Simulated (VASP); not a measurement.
Wanted: the native input for a VASP 6.6.1 run.

| Item | Value |
| --- | --- |
| Task | relaxation of cell and atoms |
| Functional | PBE |
| Potentials or basis | VASP PAW PBE potentials, release 64 (Ba_sv, F) |
| Cutoff | 600 eV |
| k mesh | 8 × 8 × 8 |
| Occupations | gaussian, width 0.03 eV |
| Spin | no spin polarisation |
| Further INCAR settings | ALGO = Normal; EDIFF = 1e-07; IBRION = 2; EDIFFG = -0.005; NSW = 90; ISIF = 3 |

The structure of BaF2 (Frankdicksonite) lies in POSCAR:

```
BaF2                                    
1.0
    0.0000000000      3.1406202255      3.1406202255
    3.1406202255     -0.0000000000      3.1406202255
    3.1406202255      3.1406202255      0.0000000000
  Ba              F             
     1     2
Direct
     0.0000000000000000    0.0000000000000000    0.0000000000000000
     0.2500000000000000    0.2500000000000000    0.2500000000000000
     0.7500000000000000    0.7500000000000000    0.7500000000000000
```

The input as run:

INCAR

```
SYSTEM = BaF2
PREC = Accurate
ENCUT = 600
EDIFF = 1E-7
ISMEAR = 0
SIGMA = 0.03
LREAL = .False.
LASPH = .True.
NELM = 80
ALGO = Normal
ISIF = 3
LWAVE = .False.
LCHARG = .False.
GGA = PE
IBRION = 2
NSW = 90
EDIFFG = -0.005
```

KPOINTS

```
Automatic mesh
0
Gamma
  8 8 8
  0 0 0
```

Potentials or basis: VASP PAW PBE potentials, release 64 (Ba_sv, F).

The run is started by

```sh
$ cat potpaw_PBE.64/Ba_sv/POTCAR potpaw_PBE.64/F/POTCAR > POTCAR
$ mpirun -np 1 vasp_std > vasp.out
```

Results of the run:

```
Pressure after relaxing : 0.0 GPa
Band gap on the k mesh  : 6.60 eV, indirect (least direct gap 6.65 eV)
```

Caveat: the relaxation stopped at its first step, so nothing moved; spin-orbit coupling is left out, which moves the levels of the heavy elements.

It took 33 s on 1 thread of Intel(R) Xeon(R) Platinum 8259CL CPU @ 2.50GHz (Skylake/Cascade Lake) (shared host), peak memory 0.22 GiB.
